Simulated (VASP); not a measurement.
SrO:

```
CELL_PARAMETERS angstrom
0.00000 2.56614 2.56614
2.56614 0.00000 2.56614
2.56614 2.56614 0.00000
ATOMIC_POSITIONS crystal
Sr 0.00000 0.00000 0.00000
O 0.50000 0.50000 0.50000
```

Base run:

* Program: VASP 6.6.1
* Functional: r2SCAN
* Potentials or basis: VASP PAW PBE potentials, release 64 (Sr_sv, O)
* Cutoff: 520 eV
* k mesh: 8 × 8 × 8
* Occupations: gaussian, width 0.02 eV
* Spin: no spin polarisation

Its results: band gap on the k mesh 3.74 eV, indirect (least direct gap 3.82 eV); pressure 2.1 GPa.

Q: The run is repeated on the same cell with these changes: functional from r2SCAN to PBEsol; occupations from gaussian, width 0.02 eV to gaussian, width 0.5 eV. What comes out?

A: Band gap on the k mesh 3.15 eV, indirect (least direct gap 3.23 eV); pressure 0.1 GPa.

Caveats: the PAW data sets were made with another functional, which shifts forces and pressure a little.

A k mesh can miss the band edges.

Not every run made on this cell is shown here.
